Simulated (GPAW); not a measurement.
Runs of GPAW 26.7.0 on TiCo. The structure is cubic, space group Pm-3m (No. 221). The conventional cell has a = 2.986 Å, b = 2.986 Å, c = 2.986 Å, α = 90.00°, β = 90.00°, γ = 90.00°. Co (site symmetry m-3m) has 8 Ti at 2.59 Å as nearest neighbours. Ti (site symmetry m-3m) has 8 Co at 2.59 Å as nearest neighbours. The cell comes from a database or a generator and needn't be the stable form of this composition.

```tsv
task	level	potentials or basis	spin	cutoff (eV)	eigensolver	series job	gap on the mesh (eV)	pressure (GPa)	moment (μB)
single point	LDA	the program's PAW data sets (release 1.2.1) made for this functional, pw	collinear, antiferromagnetic start	600	-	-	none	-15.1	0.48
hyperfine couplings	LDA	the program's PAW data sets (release 1.2.1) made for this functional, pw	collinear, ferromagnetic start	510	-	-	none	-17.0	0.48
hyperfine couplings	PBEsol	PAW data sets generated in the run's folder for this functional, pw	collinear, ferromagnetic start	510	-	-	none	(b)	0.71
hyperfine couplings	revPBE	the program's PAW data sets (release 1.2.1) made for this functional, pw	collinear, ferromagnetic start	510	-	-	none	0.4	0.84
single point	LDA	the program's PAW data sets (release 1.2.1) made for this functional, pw	collinear, ferromagnetic start	600	-	-	none	-15.1	0.48
hyperfine couplings	AM05	PAW data sets generated in the run's folder for this functional, pw	collinear, ferromagnetic start	510	-	-	none	-11.1	(a)
single point	LDA	the program's PAW data sets (release 1.2.1) made for this functional, pw	collinear, random start	600	-	-	none	-15.1	0.48
hyperfine couplings	BLYP	PAW data sets generated in the run's folder for this functional, pw	collinear, ferromagnetic start	510	davidson	-	none	2.2	0.78
hyperfine couplings	RPBE	the program's PAW data sets (release 1.2.1) made for this functional, pw	collinear, ferromagnetic start	510	-	-	none	1.7	0.84
hyperfine couplings	WC	PAW data sets generated in the run's folder for this functional, pw	collinear, ferromagnetic start	510	-	-	none	-9.7	0.75
```

Alike in all rows: cell as given; k mesh 9 × 9 × 9; smearing fermi-dirac 0.05 eV.

Question: Fill in the values left out.

Answer: (a) 0.59; (b) -10.4.

Caveats: the cutoff is short for stress and forces, so pressures can be off by a GPa or more (some runs); the dipolar part lacks the spin inside other atoms' spheres (some runs).

A gap of «none» marks a metal or a gap under the smearing width.

Runs at the PBE level aren't shown here.
